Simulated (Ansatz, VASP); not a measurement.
Two plane-wave programs on Zr3S2

File INCAR:

```
PREC     = Accurate       # precision mode
ENCUT    = 520            # plane-wave cutoff, eV
EDIFF    = 1E-7           # SCF threshold, eV
ISMEAR   = -1             # smearing method
SIGMA    = 0.05           # smearing width, eV
LREAL    = F              # projectors in reciprocal space
LASPH    = T              # aspherical terms in the spheres
NELM     = 80             # most SCF steps
ALGO     = Normal         # electronic algorithm
ISIF     = 2              # what is computed and relaxed
LWAVE    = F              # write WAVECAR
LCHARG   = F              # write CHGCAR
GGA      = PS             # functional
NBANDS   = 32             # bands
KPAR     = 2
```

The input KPOINTS:

```
regular mesh
0
Gamma
  6 6 6
```

POSCAR

```
Zr3S2
1.0
    2.9025379727      1.6757810799      3.4877732718
   -2.9025379727      1.6757810799      3.4877732718
    0.0000000000     -3.3515621597      3.4877732718
Zr S
3 2
Direct
    0.8387270000      0.5000000000      0.1612730000
    0.5000000000      0.1612730000      0.8387270000
    0.1612730000      0.8387270000      0.5000000000
    0.6650230000      0.6650230000      0.6650230000
    0.3349770000      0.3349770000      0.3349770000
```

Contents of input.yaml:

```yaml
crystal:
  lattice:
    - [2.9025379727, 1.6757810799, 3.4877732718]
    - [-2.9025379727, 1.6757810799, 3.4877732718]
    - [0.0, -3.3515621597, 3.4877732718]
  atoms:
    - { symbol: Zr, position: [0.838727, 0.5, 0.161273] }
    - { symbol: Zr, position: [0.5, 0.161273, 0.838727] }
    - { symbol: Zr, position: [0.161273, 0.838727, 0.5] }
    - { symbol: S, position: [0.665023, 0.665023, 0.665023] }
    - { symbol: S, position: [0.334977, 0.334977, 0.334977] }
hamiltonian:
  xc: pbesol
  pseudopotentials: { kind: paw }
kpoints:
  mp_grid: { grid: [6, 6, 6] }
scf:
  occupations: { method: fermi_dirac, width: 0.05 }
output:
  forces: true
  stress: true
  eigenvalues: true
```

The cell comes from a database or a generator and needn't be the stable form of this composition.

Alike in both runs: task single point; functional PBEsol; k mesh 6 × 6 × 6; occupations fermi-dirac, width 0.05 eV; no spin polarisation.

|  | VASP | Ansatz |
| --- | --- | --- |
| version | VASP 6.6.1 | Ansatz 0.2.0 |
| potentials or method | VASP PAW PBE potentials, release 64 (Zr_sv, S) | Ansatz PAW |
| plane-wave cutoff (eV) | 520 | 420 |
| valence electrons in the cell | 48 | 48 |

|  | VASP | Ansatz | Ansatz less VASP |
| --- | --- | --- | --- |
| gap on the k mesh at the Fermi level (eV) | none | none | - |
| pressure (GPa) | -5.0 | -5.1 | -0.14 |
| largest component of the traceless stress (GPa) | 0.22 | 0.29 | +0.067 |
| rms of the force components (eV/Å) | 0.057 | 0.060 | +0.0028 |

Atom by atom the forces differ by 0.003 eV/Å (rms over components). A gap of «none» marks a metal or a gap that the smearing closes. With one functional, cell and mesh, what is left measures potentials, basis and numerics.

Caveats: the PAW data sets were made with another functional, which shifts forces and pressure a little (VASP); the PAW data sets come from PBE, with cores solved anew for the run's functional, which leaves a small shift of forces and pressure (Ansatz).
